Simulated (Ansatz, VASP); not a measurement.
## MgO in VASP and in Ansatz

The input INCAR:

```
SYSTEM = MgO
PREC = Accurate
ENCUT = 520
EDIFF = 1E-6
ISMEAR = -1
SIGMA = 0.05
LREAL = .False.
LASPH = .True.
NELM = 60
ALGO = Normal
ISIF = 2
LWAVE = .False.
LCHARG = .False.
GGA = PE
NBANDS = 11
```

KPOINTS

```
Automatic mesh
0
Gamma
  15 15 15
  0 0 0
```

Contents of POSCAR:

```
MgO
1.0
    0.0000000000      2.2097044255      2.2097044255
    2.2097044255      0.0000000000      2.2097044255
    2.2097044255      2.2097044255      0.0000000000
Mg O
1 1
Direct
    0.0000000000      0.0000000000      0.0000000000
    0.2500000000      0.2500000000      0.2500000000
```

Input for Ansatz:

```yaml
crystal:
  lattice:
    - [0.0, 2.2097044255, 2.2097044255]
    - [2.2097044255, 0.0, 2.2097044255]
    - [2.2097044255, 2.2097044255, 0.0]
  atoms:
    - { symbol: Mg, position: [0.0, 0.0, 0.0] }
    - { symbol: O, position: [0.25, 0.25, 0.25] }
kpoints:
  mp_grid: { grid: [15, 15, 15] }
scf:
  occupations: { method: fermi_dirac, width: 0.05 }
hamiltonian:
  xc: pbe
  pseudopotentials: { kind: all_electron, lapw: { basis_error: 0.001 } }
output:
  forces: true
  stress: true
  eigenvalues: true
  populations: true
```

Change from the starting cell: volume scaled by 0.88, LAPW.

Alike in both runs: task single point; functional PBE; k mesh 15 × 15 × 15; occupations fermi-dirac, width 0.05 eV; no spin polarisation.

```csv
,VASP,Ansatz
version,VASP 6.6.1,Ansatz 0.2.0
potentials or method,"VASP PAW PBE potentials, release 64 (Mg, O)","all-electron LAPW, scalar-relativistic"
plane-wave cutoff (eV),520,see its input
```

|  | VASP | Ansatz | Ansatz less VASP |
| --- | --- | --- | --- |
| gap on the k mesh at the Fermi level (eV) | 4.21 | 4.22 | +0.007 |
| pressure (GPa) | 18.7 | 18.9 | +0.16 |

Ansatz ran all-electron here, so the differences hold the error of VASP's frozen core and of both bases.

Caveats: so large a pressure means that the cell lies far from this level's equilibrium, or that cutoff or potentials fall short (VASP); an odd mesh through Γ misses points on the zone boundary, where band edges often lie.
